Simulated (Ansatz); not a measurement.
## FeSi: do energies and stresses tell the same story?

These are results of DFT PBE, scalar-relativistic, plane waves, PAW in Ansatz, not measurements.

Settings: cutoff 420 eV, Γ-centred mesh 8×8×8 on the computed 8-atom cell, Gaussian smearing of 0.01 eV; no spin polarisation.

Relaxed cell: P2_13, a = 4.448 Å, b = 4.448 Å, c = 4.448 Å, α = 90.00°, β = 90.00°, γ = 90.00°, 8 atoms in the primitive cell.

Energies at zero smearing and pressures from the stress tensor, at volumes with shape and atoms relaxed:
```
V (Å³/atom) E − E(first) (meV/atom) P (GPa)
      9.680                     0.00    37.60
     10.011                   -64.81    25.67
     10.341                  -107.03    15.61
     10.671                  -130.19     7.12
     11.001                  -137.29    -0.02
     11.331                  -130.90    -6.01
     11.661                  -113.21   -11.01
     12.101                   -75.27   -16.37
```

Question: Check P = −dE/dV between neighbouring volumes, and get the bulk modulus from the pressures alone.

Answer: With 1 eV/Å³ = 160.2 GPa:
| middle V (Å³/atom) | −ΔE/ΔV (GPa) | mean P (GPa) |
| --- | --- | --- |
| 9.845 | 31.466 | 31.637 |
| 10.176 | 20.495 | 20.642 |
| 10.506 | 11.246 | 11.367 |
| 10.836 | 3.447 | 3.553 |
| 11.166 | -3.104 | -3.012 |
| 11.496 | -8.588 | -8.507 |
| 11.881 | -13.814 | -13.690 |

The two differ by 0.17 GPa at most. The mean of two end pressures misses the average over a step by about ΔV² P″/12, up to 0.17 GPa here; with that taken off 0.01 GPa remains. Around V = 11.001 Å³/atom, the two neighbours give B = −V ΔP/ΔV = 11.001 × 13.13 / 0.660 = 218.8 GPa, against B0 = 217.0 GPa from the Birch–Murnaghan fit of the energies.

A ferromagnetic start lost its moments in a first run, so spin was left out; other magnetic orders weren't tried.

Cost: 9 runs of about 14 core-minutes in all, on Arm Neoverse V1 (shared hosts).